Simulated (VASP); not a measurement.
VASP 6.6.1, r²SCAN single-point calculation, CaO (strained rocksalt)

INCAR

```
ALGO = Normal
SIGMA = 0.01
LWAVE = .FALSE.
NSW = 0
LASPH = .TRUE.
METAGGA = R2SCAN
NELM = 120
ISIF = 2
IBRION = -1
LELF = .TRUE.
ISMEAR = 0
LCHARG = .TRUE.
PREC = Accurate
NBANDS = 15
ENCUT = 520
LREAL = .FALSE.
EDIFF = 1E-7
```

KPOINTS

```
KPOINTS created by Atomic Simulation Environment
0
Gamma
10 10 10
0 0 0
```

KPOINTS_OPT

```
special points
7
Reciprocal
0.0000000000 0.0000000000 0.0000000000 1
0.5000000000 0.0000000000 0.5000000000 1
0.6250000000 0.2500000000 0.6250000000 1
0.3750000000 0.3750000000 0.7500000000 1
0.5000000000 0.5000000000 0.5000000000 1
0.5000000000 0.2500000000 0.7500000000 1
0.0000000000 0.5000000000 0.5000000000 1
```

POSCAR

```
Ca O
 1.0000000000000000
     0.0000000000000000    2.4455011158000000    2.4455011158000000
     2.4455011158000000    0.0000000000000000    2.4455011158000000
     2.4455011158000000    2.4455011158000000    0.0000000000000000
 Ca  O
   1   1
Cartesian
  0.0000000000000000  0.0000000000000000  0.0000000000000000
  2.4455011158000000  2.4455011158000000  2.4455011158000000
```

VASP ran with the recommended PBE PAW datasets (16 valence electrons in the cell).

Command

```
mpirun -np 1 vasp_std
```

From OUTCAR

```
k-points           NKPTS =     47   k-points in BZ     NKDIM =     47   number of bands    NBANDS=     15

   NELECT =      16.0000    total number of electrons

   dimension x,y,z NGX =    28 NGY =   28 NGZ =   28
   dimension x,y,z NGXF=    56 NGYF=   56 NGZF=   56

  energy-cutoff  :      520.00
  volume of cell :       29.25
      direct lattice vectors                 reciprocal lattice vectors
     0.000000000  2.445501116  2.445501116    -0.204457073  0.204457073  0.204457073
     2.445501116  0.000000000  2.445501116     0.204457073 -0.204457073  0.204457073
     2.445501116  2.445501116  0.000000000     0.204457073  0.204457073 -0.204457073

 k-points in reciprocal lattice and weights: KPOINTS created by Atomic Simulation Env
   0.00000000  0.00000000  0.00000000       0.001
   0.10000000  0.00000000  0.00000000       0.008
   0.20000000  0.00000000  0.00000000       0.008
   0.30000000  0.00000000  0.00000000       0.008
   0.40000000  0.00000000  0.00000000       0.008
   0.50000000  0.00000000  0.00000000       0.004
   0.10000000  0.10000000  0.00000000       0.006
   0.20000000  0.10000000  0.00000000       0.024
   ...

 E-fermi :   1.9474

 k-point     1 :       0.0000    0.0000    0.0000
  band No.  band energies     occupation
      1     -37.5533      2.00000
      2     -17.4779      2.00000
      3     -17.4779      2.00000
      4     -17.4779      2.00000
      5     -14.6428      2.00000
      6       1.7310      2.00000
      7       1.7310      2.00000
      8       1.7310      2.00000
      9       6.7301      0.00000
     10       8.4477      0.00000
     11       8.4477      0.00000
     12       8.4477      0.00000
     13       9.9544      0.00000
     14       9.9544      0.00000
     15      17.1564      0.00000

 k-point     2 :       0.1000    0.0000    0.0000
  band No.  band energies     occupation
      1     -37.5457      2.00000
      2     -17.5985      2.00000
      3     -17.4823      2.00000
      4     -17.4822      2.00000
      5     -14.5157      2.00000
      6       1.3962      2.00000
      7       1.6068      2.00000
      8       1.6068      2.00000
      9       7.1759      0.00000
     10       8.4089      0.00000
     11       8.6117      0.00000
     12       8.6118      0.00000
     13      10.1769      0.00000
     14      10.1769      0.00000
     15      17.5302      0.00000

 k-point     3 :       0.2000    0.0000    0.0000
  band No.  band energies     occupation
      1     -37.5259      2.00000
      2     -17.8754      2.00000
      3     -17.4934      2.00000
      4     -17.4934      2.00000
      5     -14.2188      2.00000
      6       0.6720      2.00000
      7       1.3056      2.00000
      8       1.3056      2.00000
      9       8.1783      0.00000
     10       8.4494      0.00000
     11       9.0650      0.00000
     12       9.0650      0.00000
     13      10.7582      0.00000
     14      10.7582      0.00000
     15      18.0438      0.00000

 k-point     4 :       0.3000    0.0000    0.0000
  band No.  band energies     occupation
      1     -37.5012      2.00000
      2     -18.1671      2.00000
      3     -17.5071      2.00000
      4     -17.5071      2.00000
      5     -13.9009      2.00000
      6      -0.0570      2.00000
      7       0.9711      2.00000
      8       0.9711      2.00000
      9       8.5842      0.00000
     10       9.4094      0.00000
     11       9.6861      0.00000
     12       9.6861      0.00000
     13      11.5031      0.00000
     14      11.5031      0.00000
     15      17.5304      0.00000

 k-point     5 :       0.4000    0.0000    0.0000
  band No.  band energies     occupation
      1     -37.4811      2.00000
      2     -18.3761      2.00000
      3     -17.5181      2.00000
      4     -17.5180      2.00000
      5     -13.6695      2.00000
      6      -0.5702      2.00000
      7       0.7243      2.00000
      8       0.7243      2.00000
      9       8.9583      0.00000
     10      10.2518      0.00000
     11      10.2518      0.00000
     12      10.2564      0.00000
     13      12.1821      0.00000
     14      12.1821      0.00000
     15      16.6136      0.00000

 k-point     6 :       0.5000    0.0000    0.0000
  band No.  band energies     occupation
      1     -37.4734      2.00000
      2     -18.4509      2.00000
      3     -17.5222      2.00000
      4     -17.5222      2.00000
      5     -13.5855      2.00000
      6      -0.7536      2.00000
      7       0.6348      2.00000
      8       0.6348      2.00000
      9       9.1766      0.00000
     10      10.4851      0.00000
     11      10.4851      0.00000
     12      10.5307      0.00000
     13      12.4841      0.00000
     14      12.4841      0.00000
     15      16.2403      0.00000

 k-point     7 :       0.1000    0.1000    0.0000
  band No.  band energies     occupation
      1     -37.5432      2.00000
      2     -17.6058      2.00000
      3     -17.4961      2.00000
      4     -17.4960      2.00000
      5     -14.4866      2.00000
      6       1.1870      2.00000
      7       1.6547      2.00000
      8       1.6547      2.00000
      9       7.2543      0.00000
     10       8.1062      0.00000
     11       8.8048      0.00000
     12       8.8048      0.00000
     13      10.0488      0.00000
     14      10.4499      0.00000
     15      17.6724      0.00000

 k-point     8 :       0.2000    0.1000    0.0000
  band No.  band energies     occupation
      1     -37.5275      2.00000
      2     -17.8026      2.00000
      3     -17.5149      2.00000
      4     -17.5042      2.00000
      5     -14.2796      2.00000
      6       0.6676      2.00000
      7       1.4229      2.00000
      8       1.4845      2.00000
      9       7.8978      0.00000
     10       8.0050      0.00000
     11       9.1951      0.00000
     12       9.2636      0.00000
     13      10.3512      0.00000
     14      11.0452      0.00000
     15      18.2198      0.00000

 k-point     9 :       0.3000    0.1000    0.0000
  band No.  band energies     occupation
      1     -37.5046      2.00000
      2     -18.0657      2.00000
      3     -17.5316      2.00000
      4     -17.5168      2.00000
      5     -14.0083      2.00000
      6       0.1069      2.00000
      7       1.0421      2.00000
      8       1.1870      2.00000
      9       8.0357      0.00000
     10       9.0497      0.00000
     11       9.6914      0.00000
     12       9.8629      0.00000
     13      10.9821      0.00000
     14      11.7422      0.00000
     15      17.9730      0.00000

 k-point    10 :       0.4000    0.1000    0.0000
  band No.  band energies     occupation
      1     -37.4830      2.00000
      2     -18.2843      2.00000
      3     -17.5397      2.00000
      4     -17.5368      2.00000
      5     -13.7785      2.00000
      6      -0.3556      2.00000
      7       0.7450      2.00000
      8       0.8919      2.00000
      9       8.4636      0.00000
     10       9.7318      0.00000
     11      10.3836      0.00000
     12      10.4549      0.00000
     13      11.7476      0.00000
     14      12.3552      0.00000
     15      16.9037      0.00000

 k-point    11 :       0.5000    0.1000    0.0000
  band No.  band energies     occupation
      1     -37.4712      2.00000
      2     -18.3959      2.00000
      3     -17.5567      2.00000
      4     -17.5363      2.00000
      5     -13.6569      2.00000
      6      -0.6027      2.00000
      7       0.6332      2.00000
      8       0.6996      2.00000
      9       9.0100      0.00000
     10       9.7543      0.00000
     11      10.5734      0.00000
     12      11.0899      0.00000
     13      12.3407      0.00000
     14      12.7212      0.00000
     15      16.1998      0.00000

 k-point    12 :      -0.4000    0.1000    0.0000
  band No.  band energies     occupation
      1     -37.4737      2.00000
      2     -18.3748      2.00000
      3     -17.5679      2.00000
      4     -17.5226      2.00000
      5     -13.6741      2.00000
      6      -0.5639      2.00000
      7       0.6634      2.00000
      8       0.7201      2.00000
      9       9.0136      0.00000
     10       9.7619      0.00000
     11      10.3168      0.00000
     12      10.9733      0.00000
     13      12.4287      0.00000
     14      12.5270      0.00000
     15      16.3456      0.00000

 k-point    13 :      -0.3000    0.1000    0.0000
  band No.  band energies     occupation
      1     -37.4896      2.00000
      2     -18.2269      2.00000
      3     -17.5650      2.00000
      4     -17.5039      2.00000
      5     -13.8273      2.00000
      6      -0.2388      2.00000
      7       0.7931      2.00000
      8       0.9719      2.00000
      9       8.5594      0.00000
     10       9.5798      0.00000
     11       9.7512      0.00000
     12      10.3560      0.00000
     13      11.7698      0.00000
     14      12.0291      0.00000
     15      17.2431      0.00000

 ...

  Total       -0.9657894     -0.9657894     -0.9657894     -0.0000000     -0.0000000      0.0000000
  in kB      -52.9004585    -52.9004585    -52.9004585     -0.0000000     -0.0000000      0.0000000
  external PRESSURE =     -52.9004585 kB  Pullay stress =       0.0000000 kB

 POSITION                                       TOTAL-FORCE (eV/Angst)
 -----------------------------------------------------------------------------------
      0.00000      0.00000      0.00000        -0.000000     -0.000000      0.000000
      2.44550      2.44550      2.44550         0.000000      0.000000     -0.000000
 -----------------------------------------------------------------------------------
    total drift:                                0.000000      0.000000      0.000000

  FREE ENERGIE OF THE ION-ELECTRON SYSTEM (eV)
  ---------------------------------------------------
  free  energy   TOTEN  =       -19.4309150232 eV

  energy  without entropy=      -19.4309150232  energy(sigma->0) =      -19.43091502
```

```
gap between bands v and c : 4.20 eV
least direct gap          : 4.58 eV
pressure                  : -5.3 GPa
```

Band v is the last that the valence electrons fill when counted band by band, and c is the next.

The run took about 72 s on one core of a shared host (Intel Xeon Platinum 8488C) and held 0.19 GiB at most.
